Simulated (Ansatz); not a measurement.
# Response of HgTe to small distortions

```yaml
crystal:
  lattice:
    - [0.00000, 2.92150, 2.92150]
    - [2.92150, 0.00000, 2.92150]
    - [2.92150, 2.92150, 0.00000]
  atoms:
    - { symbol: Hg, position: [0.00000, 0.00000, 0.00000] }
    - { symbol: Te, position: [0.50000, 0.50000, 0.50000] }
```

Atoms are numbered in the order listed.

The cell is COD entry 1538296, as deposited and not checked against the literature; nothing was relaxed.

No spin–orbit coupling, which matters for the heavy atoms here.

Method: DFT, LDA, all-electron LAPW, scalar-relativistic in Ansatz 0.2.0.

Settings: a Γ-centred 10×10×10 k mesh, Fermi–Dirac smearing of 0.08 eV, basis error target 1 meV/atom, no spin polarisation.

The unchanged cell is at 3.85 GPa.

In a metal, stresses and small energies carry noise from the k mesh.

x, y and z are the Cartesian axes of the cell as listed; fractional coordinates follow a strain, and an engineering shear is twice the off-diagonal strain component.

(1) One change gave: energy change +4 meV/atom; stress change (xx, yy, zz, yz, xz, xy) 0.04, 0.04, 0.04, 0.57, 0.57, 0.57 GPa, compression positive. Which change was it?
A. equal xy, yz and zx engineering shear strains of +3 %
B. equal xy, yz and zx engineering shear strains of +1 %
C. equal xy, yz and zx engineering shear strains of -2 %
D. equal xy, yz and zx engineering shear strains of -1 %
E. equal xy, yz and zx engineering shear strains of +2 %
F. equal xy, yz and zx engineering shear strains of -3 %

Results:

(1) F. For equal xy, yz and zx engineering shear strains of -2 %: energy change +2 meV/atom; stress change (xx, yy, zz, yz, xz, xy) 0.02, 0.02, 0.02, 0.38, 0.38, 0.38 GPa, compression positive. For equal xy, yz and zx engineering shear strains of +1 %: energy change under 1 meV/atom; stress change (xx, yy, zz, yz, xz, xy) 0.00, 0.00, 0.00, -0.20, -0.20, -0.20 GPa, compression positive. For equal xy, yz and zx engineering shear strains of +3 %: energy change +5 meV/atom; stress change (xx, yy, zz, yz, xz, xy) 0.04, 0.04, 0.04, -0.60, -0.60, -0.60 GPa, compression positive. For equal xy, yz and zx engineering shear strains of -1 %: energy change under 1 meV/atom; stress change (xx, yy, zz, yz, xz, xy) 0.00, 0.00, 0.00, 0.19, 0.19, 0.19 GPa, compression positive. For equal xy, yz and zx engineering shear strains of +2 %: energy change +2 meV/atom; stress change (xx, yy, zz, yz, xz, xy) 0.02, 0.02, 0.02, -0.40, -0.40, -0.40 GPa, compression positive.
